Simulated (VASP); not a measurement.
Write the native input for VASP 6.6.1 that does the following.

```
Task                   : work function
Functional             : PBE
Potentials or basis    : VASP PAW PBE potentials, release 64 (K_sv, Cl)
Cutoff                 : 520 eV
k mesh                 : 6 × 6 × 1
Occupations            : fermi-dirac, width 0.05 eV
Spin                   : no spin polarisation
Dipole correction      : yes
Further INCAR settings : ALGO = Normal; EDIFF = 1e-06; EFIELD = 0.3
```

The structure of KCl lies in POSCAR:

```
KCl
1.0
    4.4633994242      0.0000000000      0.0000000000
    0.0000000000      4.4633994242      0.0000000000
    0.0000000000      0.0000000000     24.4683000000
K Cl
4 4
Direct
    0.5000000000      0.5000000000      0.3065190471
    0.0000000000      0.0000000000      0.4355063490
    0.5000000000      0.5000000000      0.5644936510
    0.0000000000      0.0000000000      0.6934809529
    0.0000000000      0.0000000000      0.3065190471
    0.5000000000      0.5000000000      0.4355063490
    0.0000000000      0.0000000000      0.5644936510
    0.5000000000      0.5000000000      0.6934809529
```

The input as run:

INCAR

```
SYSTEM = KCl
  PREC = Accurate
  ENCUT = 520
  EDIFF = 1E-6
  ISMEAR = -1
  SIGMA = 0.05
  LREAL = .False.
  LASPH = .True.
  NELM = 60
  ALGO = Normal
  ISIF = 2
  LWAVE = .False.
  LCHARG = .False.
  LDIPOL = .True.
  IDIPOL = 3
  DIPOL = 0.5 0.5 0.500
  GGA = PE
  EFIELD = 0.3
  LVHAR = .True.
  LVACPOTAV = .True.
```

KPOINTS

```
regular mesh
0
Gamma
  6 6 1
  0 0 0
```

Potentials or basis: VASP PAW PBE potentials, release 64 (K_sv, Cl).

Command:

```bash
$ cat potpaw_PBE.64/K_sv/POTCAR potpaw_PBE.64/Cl/POTCAR > POTCAR
$ mpirun -np 1 vasp_std > vasp.out
```

It gave:

- Largest force: 0.221 eV/Å
- Band gap on the k mesh: 3.44 eV, direct

Run time: 7.9 min on 1 thread of AMD EPYC 7R43 64-Core Processor (Zen 3) (shared host), peak memory 0.56 GiB.
